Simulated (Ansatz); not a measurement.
Ta in Ansatz: convergence with xc grid

The system is Ta.

```
Ta
1.0
    -1.65128    1.65128    1.65128
     1.65128   -1.65128    1.65128
     1.65128    1.65128   -1.65128
Ta
1
Direct
  0.00000 0.00000 0.00000
```

* Program: Ansatz 0.2.0
* Task: convergence study
* Functional: PBEsol
* Potentials or basis: all-electron LAPW, scalar-relativistic
* Cutoff: 262 eV (chosen from the basis error)
* Basis error allowed: 0.001 eV/atom
* k mesh: 11 × 11 × 11
* Occupations: fermi-dirac, width 0.05 eV
* Spin: no spin polarisation

These are the settings of the first run; the series varies xc grid, with any setting tied to it.

Hardware: 1 thread of Intel(R) Xeon(R) Processor @ 2.70GHz (shared host).

| xc grid | energy less the tightest run, at zero smearing (meV/atom) | SCF cycles | CPU time (s) | peak memory (GiB) |
| --- | --- | --- | --- | --- |
| 1 | 0.00 | 8 | 7.1 | 0.3 |
| 2 | 0.00 | 8 | 7.6 | 0.29 |
| 3 | 0.00 | 8 | 6.6 | 0.3 |
| 4 | 0.00 | 8 | 7.7 | 0.3 |

Against the tightest run, the energy stays within 1 meV/atom from 1 on. The tightest run that finished is the yardstick and may itself not be fully converged.

Spin-orbit coupling is left out, which matters for the levels of Ta.
